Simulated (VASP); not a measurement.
## Ga2O3: dielectric tensor with PBE

Crystal: Ga2O3.

```
Ga O
1.0
     2.49125    1.43832    4.47767
    -2.49125    1.43832    4.47767
     0.00000   -2.87665    4.47767
Ga O
4 6
Direct
  0.32754 0.37303 0.43393
  0.12269 0.19965 0.13099
  0.65757 0.66816 0.60678
  0.81180 0.86061 0.86442
  0.57197 0.93750 0.25977
  0.29310 0.54461 0.89917
  0.96916 0.19729 0.57532
  0.48827 0.00283 0.76204
  0.74937 0.42509 0.02939
  0.00853 0.79124 0.43819
```

The cell isn't the ideal one: all atoms moved at random, sigma 0.15 Å a component.

```json
{"Program": "VASP 6.6.1", "Task": "dielectric tensor", "Functional": "PBE", "Potentials or basis": "VASP PAW PBE potentials, release 64 (Ga_d, O)", "Cutoff": "520 eV", "k mesh": "4 × 4 × 4", "Occupations": "gaussian, width 0.02 eV", "Spin": "no spin polarisation", "Further INCAR settings": "ALGO = Normal; EDIFF = 1e-08"}
```

```
Band gap on the k mesh                  : 1.80 eV, direct
Electronic dielectric tensor (diagonal) : 5.10, 4.79, 4.72
Born charges (mean of the diagonal)     : Ga +3.37, +3.22, +3.25, +3.20; O -2.14, -2.20, -2.18, -2.15 e
```

Levels at points of the mesh, in eV from the valence-band top:
| k point | band 42 | band 43 | band 44 | band 45 | band 46 | band 47 |
| --- | --- | --- | --- | --- | --- | --- |
| (0.00, 0.00, 0.00) | -0.43 | -0.21 | 0.00 | 1.80 | 5.29 | 6.10 |
| (0.50, 0.00, 0.00) | -0.81 | -0.58 | -0.21 | 4.22 | 5.28 | 6.18 |
| (0.00, 0.50, 0.00) | -0.78 | -0.50 | -0.26 | 3.98 | 5.57 | 5.93 |
| (0.00, 0.00, 0.50) | -0.80 | -0.50 | -0.29 | 4.48 | 5.41 | 5.81 |
| (0.50, 0.50, 0.00) | -0.81 | -0.45 | -0.15 | 4.64 | 5.93 | 6.76 |
| (0.50, 0.00, 0.50) | -0.60 | -0.58 | -0.32 | 4.21 | 5.84 | 6.63 |
| (0.00, 0.50, 0.50) | -0.68 | -0.52 | -0.22 | 4.76 | 5.32 | 6.53 |
| (0.50, 0.50, 0.50) | -0.88 | -0.21 | -0.03 | 3.94 | 5.22 | 6.73 |

Electronic dielectric tensor:
```
 5.10  0.06 -0.01
 0.06  4.79  0.04
-0.01  0.04  4.72
```

Born effective charge tensors (e):
atom 1, Ga
```
 3.26  0.20 -0.07
 0.19  3.38 -0.10
-0.03  0.00  3.47
```
atom 2, Ga
```
 3.27 -0.16  0.05
 0.01  3.29  0.12
-0.02  0.02  3.10
```
atom 3, Ga
```
 3.16  0.11  0.04
-0.03  3.30  0.13
 0.14  0.05  3.28
```
atom 4, Ga
```
 3.22  0.17 -0.06
-0.14  3.28  0.03
-0.11  0.04  3.09
```
atom 5, O
```
-2.30 -0.01  0.05
 0.07 -2.06  0.42
 0.03  0.52 -2.07
```
atom 6, O
```
-2.03 -0.12 -0.31
-0.12 -2.36 -0.30
-0.38 -0.35 -2.22
```
atom 7, O
```
-2.03  0.01  0.35
-0.02 -2.29 -0.27
 0.31 -0.29 -2.22
```
atom 8, O
```
-2.40 -0.17  0.11
-0.03 -1.88  0.30
 0.11  0.46 -2.24
```
atom 9, O
```
-2.13  0.01 -0.33
 0.01 -2.40 -0.07
-0.47 -0.13 -2.01
```
atom 10, O
```
-2.02 -0.03  0.18
 0.05 -2.26 -0.25
 0.42 -0.31 -2.17
```

Run time: 20 min on 1 thread of Intel(R) Xeon(R) 6975P-C (Granite Rapids), on a shared host, peak memory 0.6 GiB.
